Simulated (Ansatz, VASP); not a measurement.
# MgO: VASP beside Ansatz

```xyz
4
Lattice="3.3142 0.0000 0.0000 -1.6571 2.8702 0.0000 0.0000 0.0000 5.1232" Properties=species:S:1:pos:R:3 pbc="T T T"
Mg    0.0000    1.9135   -0.0403
Mg    1.6571    0.9567    2.5213
O     0.0000    1.9135    1.9667
O     1.6571    0.9567    4.5283
```

Alike in both runs: functional PBE; k mesh 11 × 11 × 6; occupations fermi-dirac, width 0.08 eV; no spin polarisation.

Ansatz relaxed the structure, and its values are those at the end. VASP's run is a single point on that final structure, the one shown.

|  | VASP | Ansatz |
| --- | --- | --- |
| version | VASP 6.6.1 | Ansatz 0.2.0 |
| potentials or method | VASP PAW PBE potentials, release 64 (Mg, O) | PAW with Ansatz's default frozen-core files, scalar-relativistic |
| plane-wave cutoff (eV) | 520 | 420 |
| valence electrons in the cell | 16 | 32 |

```tsv
	VASP	Ansatz	Ansatz less VASP
gap on the k mesh at the Fermi level (eV)	3.40	3.41	+0.018
pressure (GPa)	-0.4	0.0	+0.40
```

The two sets of potentials don't hold the same shells in valence.

Caveats: an odd mesh through Γ misses points on the zone boundary, where band edges often lie. Expect the measured gap to be larger: semilocal functionals such as PBE lack the derivative discontinuity.
